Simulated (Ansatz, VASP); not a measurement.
**Al2Cu in VASP and in Ansatz**

INCAR

```
SYSTEM = Al2Cu
PREC = Accurate
ENCUT = 520
EDIFF = 1E-6
ISMEAR = 0
SIGMA = 0.1
LREAL = .FALSE.
LASPH = .TRUE.
NELM = 100
ALGO = Fast
ISIF = 2
LWAVE = .FALSE.
LCHARG = .FALSE.
GGA = PE
NBANDS = 16
```

File KPOINTS:

```
regular mesh
0
G
  4 4 6
  0 0 0
```

POSCAR

```
Al2Cu
1.0
    4.1051820000      0.0000000000      0.0000000000
    0.0000000000      4.1051820000      0.0000000000
    0.0000000000      0.0000000000      2.8913130000
Al Cu
2 1
Direct
    0.5000000000      0.0000000000      0.5000000000
    0.0000000000      0.5000000000      0.5000000000
    0.0000000000      0.0000000000      0.0000000000
```

Input for Ansatz:

```yaml
crystal:
  lattice:
    - [4.105182, 0.0, 0.0]
    - [0.0, 4.105182, 0.0]
    - [0.0, 0.0, 2.891313]
  atoms:
    - { symbol: Al, position: [0.5, 0.0, 0.5] }
    - { symbol: Al, position: [0.0, 0.5, 0.5] }
    - { symbol: Cu, position: [0.0, 0.0, 0.0] }
basis:
  ecutwfc: 420
kpoints:
  mp_grid: { grid: [4, 4, 6] }
  band_path: { path: [VBM, CBM], npoints: 5 }
hamiltonian:
  xc: pbe
scf:
  occupations: { method: gaussian, width: 0.1 }
output:
  forces: true
  stress: true
  eigenvalues: true
```

Alike in both runs: task single point; functional PBE; k mesh 4 × 4 × 6; occupations gaussian, width 0.1 eV; no spin polarisation.

|  | VASP | Ansatz |
| --- | --- | --- |
| version | VASP 6.6.1 | Ansatz 0.2.0 |
| potentials or method | VASP PAW PBE potentials, release 64 (Al, Cu) | scalar-relativistic, plane waves, PAW |
| plane-wave cutoff (eV) | 520 | 420 |
| valence electrons in the cell | 17 | 25 |

|  | VASP | Ansatz | Ansatz less VASP |
| --- | --- | --- | --- |
| gap on the k mesh at the Fermi level (eV) | none | none | - |
| pressure (GPa) | 0.5 | 0.5 | -0.03 |
| largest component of the traceless stress (GPa) | 2.23 | 2.21 | -0.022 |

A gap of «none» marks a metal or a gap that the smearing closes. The two sets of potentials don't hold the same shells in valence. Ansatz warned: «band_edges_overlap».

Caveats: the k mesh is coarse (spacing up to 0.38 Å⁻¹), so the values aren't converged.
